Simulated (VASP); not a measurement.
VASP 6.6.1, PBE single-point calculation, MgF$_{2}$ (strained rutile)

INCAR

```
NSW = 0
ISIF = 2
PREC = Accurate
EDIFF = 1E-7
NBANDS = 25
ENCUT = 520
LWAVE = .FALSE.
LCHARG = .TRUE.
LASPH = .TRUE.
LREAL = .FALSE.
LELF = .TRUE.
SIGMA = 0.02
NELM = 120
ISMEAR = -1
GGA = PE
IBRION = -1
```

KPOINTS

```
KPOINTS created by Atomic Simulation Environment
0
Gamma
6 6 8
0 0 0
```

KPOINTS_OPT

```
special points
6
Reciprocal
0.0000000000 0.0000000000 0.0000000000 1
0.0000000000 0.5000000000 0.0000000000 1
0.5000000000 0.5000000000 0.0000000000 1
0.0000000000 0.0000000000 0.5000000000 1
0.0000000000 0.5000000000 0.5000000000 1
0.5000000000 0.5000000000 0.5000000000 1
```

POSCAR

```
Mg F
 1.0000000000000000
     4.5295756747000002    0.0000000000000000    0.0000000000000000
     0.0000000000000000    4.5295756747000002    0.0000000000000000
     0.0000000000000000    0.0000000000000000    3.0879243817000002
 Mg  F
   2   4
Cartesian
  0.0000000000000000  0.0000000000000000  0.0000000000000000
  2.2647878373500001  2.2647878373500001  1.5439621908499999
  1.3745506050730032  1.3745506050730032  0.0000000000000000
  0.8902372322769970  3.6393384424230031  1.5439621908499999
  3.6393384424230031  0.8902372322769970  1.5439621908499999
  3.1550250696269972  3.1550250696269972  0.0000000000000000
```

VASP ran with the recommended PBE PAW datasets (32 valence electrons in the cell).

Command

```
mpirun -np 1 vasp_std
```

From OUTCAR

```
k-points           NKPTS =     50   k-points in BZ     NKDIM =     50   number of bands    NBANDS=     25

   NELECT =      32.0000    total number of electrons

   dimension x,y,z NGX =    36 NGY =   36 NGZ =   24
   dimension x,y,z NGXF=    72 NGYF=   72 NGZF=   48

  energy-cutoff  :      520.00
  volume of cell :       63.36
      direct lattice vectors                 reciprocal lattice vectors
     4.529575675  0.000000000  0.000000000     0.220771232  0.000000000  0.000000000
     0.000000000  4.529575675  0.000000000     0.000000000  0.220771232  0.000000000
     0.000000000  0.000000000  3.087924382     0.000000000  0.000000000  0.323842127

 k-points in reciprocal lattice and weights: KPOINTS created by Atomic Simulation Env
   0.00000000  0.00000000  0.00000000       0.003
   0.16666667  0.00000000  0.00000000       0.014
   0.33333333  0.00000000  0.00000000       0.014
   0.50000000  0.00000000  0.00000000       0.007
   0.16666667  0.16666667  0.00000000       0.014
   0.33333333  0.16666667  0.00000000       0.028
   0.50000000  0.16666667  0.00000000       0.014
   0.33333333  0.33333333  0.00000000       0.014
   ...

 E-fermi :  -0.5147

 k-point     1 :       0.0000    0.0000    0.0000
  band No.  band energies     occupation
      1     -21.8573      2.00000
      2     -20.9671      2.00000
      3     -20.9671      2.00000
      4     -20.8910      2.00000
      5      -5.1475      2.00000
      6      -3.6036      2.00000
      7      -3.1007      2.00000
      8      -3.0807      2.00000
      9      -3.0807      2.00000
     10      -2.9407      2.00000
     11      -2.3146      2.00000
     12      -2.3146      2.00000
     13      -1.7714      2.00000
     14      -1.2999      2.00000
     15      -1.2999      2.00000
     16      -1.0127      2.00000
     17       6.2480      0.00000
     18      11.3627      0.00000
     19      11.3627      0.00000
     20      12.6114      0.00000
     21      13.7312      0.00000
     22      15.4545      0.00000
     23      15.5609      0.00000
     24      18.0690      0.00000
     25      18.0690      0.00000

 k-point     2 :       0.1667    0.0000    0.0000
  band No.  band energies     occupation
      1     -21.8086      2.00000
      2     -21.0684      2.00000
      3     -20.9546      2.00000
      4     -20.8577      2.00000
      5      -5.0406      2.00000
      6      -3.5557      2.00000
      7      -3.4737      2.00000
      8      -3.0527      2.00000
      9      -2.9361      2.00000
     10      -2.6220      2.00000
     11      -2.3730      2.00000
     12      -2.2787      2.00000
     13      -1.8076      2.00000
     14      -1.5542      2.00000
     15      -1.3251      2.00000
     16      -1.0816      2.00000
     17       6.6074      0.00000
     18      10.9122      0.00000
     19      11.5420      0.00000
     20      12.7430      0.00000
     21      14.0140      0.00000
     22      15.4471      0.00000
     23      15.6124      0.00000
     24      17.7813      0.00000
     25      18.1765      0.00000

 k-point     3 :       0.3333    0.0000    0.0000
  band No.  band energies     occupation
      1     -21.6711      2.00000
      2     -21.2563      2.00000
      3     -20.9226      2.00000
      4     -20.8538      2.00000
      5      -4.7601      2.00000
      6      -3.9432      2.00000
      7      -3.3173      2.00000
      8      -2.9186      2.00000
      9      -2.6266      2.00000
     10      -2.5274      2.00000
     11      -2.3799      2.00000
     12      -2.1799      2.00000
     13      -2.1561      2.00000
     14      -1.9072      2.00000
     15      -1.3811      2.00000
     16      -1.2533      2.00000
     17       7.5272      0.00000
     18       9.9175      0.00000
     19      12.0214      0.00000
     20      12.8482      0.00000
     21      14.5758      0.00000
     22      15.2345      0.00000
     23      16.1717      0.00000
     24      17.3705      0.00000
     25      17.8905      0.00000

 k-point     4 :       0.5000    0.0000    0.0000
  band No.  band energies     occupation
      1     -21.4731      2.00000
      2     -21.4731      2.00000
      3     -20.8828      2.00000
      4     -20.8828      2.00000
      5      -4.3810      2.00000
      6      -4.3810      2.00000
      7      -2.8201      2.00000
      8      -2.8201      2.00000
      9      -2.7280      2.00000
     10      -2.7280      2.00000
     11      -2.3721      2.00000
     12      -2.3721      2.00000
     13      -2.0438      2.00000
     14      -2.0438      2.00000
     15      -1.3890      2.00000
     16      -1.3890      2.00000
     17       8.7143      0.00000
     18       8.7143      0.00000
     19      12.5784      0.00000
     20      12.5784      0.00000
     21      15.0028      0.00000
     22      15.0028      0.00000
     23      17.0294      0.00000
     24      17.0294      0.00000
     25      17.8453      0.00000

 k-point     5 :       0.1667    0.1667    0.0000
  band No.  band energies     occupation
      1     -21.7620      2.00000
      2     -21.1012      2.00000
      3     -20.9832      2.00000
      4     -20.8499      2.00000
      5      -4.9416      2.00000
      6      -3.6117      2.00000
      7      -3.5309      2.00000
      8      -3.0052      2.00000
      9      -2.8625      2.00000
     10      -2.4705      2.00000
     11      -2.3411      2.00000
     12      -2.3306      2.00000
     13      -1.8457      2.00000
     14      -1.7545      2.00000
     15      -1.3731      2.00000
     16      -1.1452      2.00000
     17       6.9406      0.00000
     18      11.0842      0.00000
     19      11.1089      0.00000
     20      12.8467      0.00000
     21      14.3248      0.00000
     22      15.2419      0.00000
     23      15.7540      0.00000
     24      17.9774      0.00000
     25      17.9958      0.00000

 k-point     6 :       0.3333    0.1667    0.0000
  band No.  band energies     occupation
      1     -21.6317      2.00000
      2     -21.2480      2.00000
      3     -20.9627      2.00000
      4     -20.8673      2.00000
      5      -4.6832      2.00000
      6      -3.9592      2.00000
      7      -3.3375      2.00000
      8      -2.8728      2.00000
      9      -2.5866      2.00000
     10      -2.4878      2.00000
     11      -2.3651      2.00000
     12      -2.2335      2.00000
     13      -2.1935      2.00000
     14      -1.9501      2.00000
     15      -1.4480      2.00000
     16      -1.3072      2.00000
     17       7.8078      0.00000
     18      10.1203      0.00000
     19      11.6021      0.00000
     20      12.7789      0.00000
     21      14.9250      0.00000
     22      15.1510      0.00000
     23      16.2098      0.00000
     24      17.6489      0.00000
     25      17.8928      0.00000

 k-point     7 :       0.5000    0.1667    0.0000
  band No.  band energies     occupation
      1     -21.4458      2.00000
      2     -21.4458      2.00000
      3     -20.9125      2.00000
      4     -20.9125      2.00000
      5      -4.3396      2.00000
      6      -4.3396      2.00000
      7      -2.9025      2.00000
      8      -2.9025      2.00000
      9      -2.6850      2.00000
     10      -2.6850      2.00000
     11      -2.2941      2.00000
     12      -2.2941      2.00000
     13      -2.0925      2.00000
     14      -2.0925      2.00000
     15      -1.4489      2.00000
     16      -1.4489      2.00000
     17       8.9486      0.00000
     18       8.9486      0.00000
     19      12.2661      0.00000
     20      12.2661      0.00000
     21      15.2333      0.00000
     22      15.2333      0.00000
     23      17.1256      0.00000
     24      17.1256      0.00000
     25      17.9091      0.00000

 k-point     8 :       0.3333    0.3333    0.0000
  band No.  band energies     occupation
      1     -21.5237      2.00000
      2     -21.2657      2.00000
      3     -21.0158      2.00000
      4     -20.9168      2.00000
      5      -4.4855      2.00000
      6      -4.0413      2.00000
      7      -3.3152      2.00000
      8      -2.7456      2.00000
      9      -2.6803      2.00000
     10      -2.3919      2.00000
     11      -2.3719      2.00000
     12      -2.3625      2.00000
     13      -2.0665      2.00000
     14      -2.0627      2.00000
     15      -1.5925      2.00000
     16      -1.4511      2.00000
     17       8.5615      0.00000
     18      10.6813      0.00000
     19      10.6835      0.00000
     20      12.2826      0.00000
     21      15.3954      0.00000
     22      15.8016      0.00000
     23      16.3605      0.00000
     24      17.7225      0.00000
     25      17.9142      0.00000

 ...

  Total        3.2642137      3.2642137      1.7919423      0.0000000      0.0000000      0.0000000
  in kB       82.5481725     82.5481725     45.3161401      0.0000000      0.0000000      0.0000000
  external PRESSURE =      70.1374950 kB  Pullay stress =       0.0000000 kB

 POSITION                                       TOTAL-FORCE (eV/Angst)
 -----------------------------------------------------------------------------------
      0.00000      0.00000      0.00000         0.000000      0.000000      0.000000
      2.26479      2.26479      1.54396         0.000000      0.000000      0.000000
      1.37455      1.37455      0.00000        -0.011365     -0.011365     -0.000000
      0.89024      3.63934      1.54396         0.011365     -0.011365     -0.000000
      3.63934      0.89024      1.54396        -0.011365      0.011365      0.000000
      3.15503      3.15503      0.00000         0.011365      0.011365      0.000000
 -----------------------------------------------------------------------------------
    total drift:                                0.000000      0.000000     -0.000000

  FREE ENERGIE OF THE ION-ELECTRON SYSTEM (eV)
  ---------------------------------------------------
  free  energy   TOTEN  =       -31.4271850031 eV

  energy  without entropy=      -31.4271850031  energy(sigma->0) =      -31.42718500
```

```
gap between bands v and c : 7.26 eV
least direct gap          : 7.26 eV
pressure                  : 7.0 GPa
largest force             : 0.02 eV/Å
```

Band v is the last that the valence electrons fill when counted band by band, and c is the next.

The run took about 49 s on one core of a shared host (Intel Xeon Platinum 8488C) and held 0.25 GiB at most.
